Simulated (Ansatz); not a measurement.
**KNbO3: from a migration barrier to a jump rate**

All numbers below come from DFT PBEsol, scalar-relativistic, plane waves, PAW (Ansatz). Settings: plane waves to 420 eV, k-mesh 4×4×4 (Γ-centred), Gaussian smearing 0.05 eV. No spin polarisation.

In a supercell of 20 sites an atom of O jumps into a neighbouring O vacancy, a = 2.81 Å from site to site in the perfect crystal, with a cell charge of +2 (uniform background, no finite-size correction). The half-way point, relaxed in its symmetry, lies 0.747 eV above the relaxed vacancy. Take it as the barrier; the order of the saddle wasn't checked, and the cell is small.

Problem. With an assumed attempt frequency of 10¹³ s⁻¹, how often does the jump happen, and how fast does the vacancy diffuse?

Solution. Transition-state theory gives Γ = ν exp(−E/k_BT), and one such jump direction contributes Γa²/6 to the vacancy's diffusion coefficient averaged over directions:

| T (K) | E/k_BT | Γ (1/s) | Γa²/6 (cm²/s) |
| --- | --- | --- | --- |
| 300 | 28.9 | 2.8 × 10^0 | 3.7 × 10^-16 |
| 600 | 14.4 | 5.3 × 10^6 | 7.0 × 10^-10 |
| 1000 | 8.7 | 1.7 × 10^9 | 2.3 × 10^-7 |
| 1500 | 5.8 | 3.1 × 10^10 | 4.1 × 10^-6 |

The rate reaches one jump a second at T = E/(k_B ln 10¹³) = 290 K. The number of equivalent jumps multiplies D if they link up through the crystal; a hop between two sites alone gives no long-range diffusion, which then waits on a higher barrier. In either case the atoms' own diffusion carries the vacancy concentration and a correlation factor besides. Rows above the melting point are formal, and so are rows where E/k_BT falls under about 3, since the theory needs rare jumps.

Problem. How much does an error of 0.1 eV in the barrier matter?

Solution. It multiplies the rate by exp(0.1 eV/k_BT): 48 at 300 K and 3.2 at 1000 K, more than the usual doubt about ν at low temperature.

Cost: 2 runs of about 15 core-minutes in all, on Arm Neoverse V2 (shared hosts).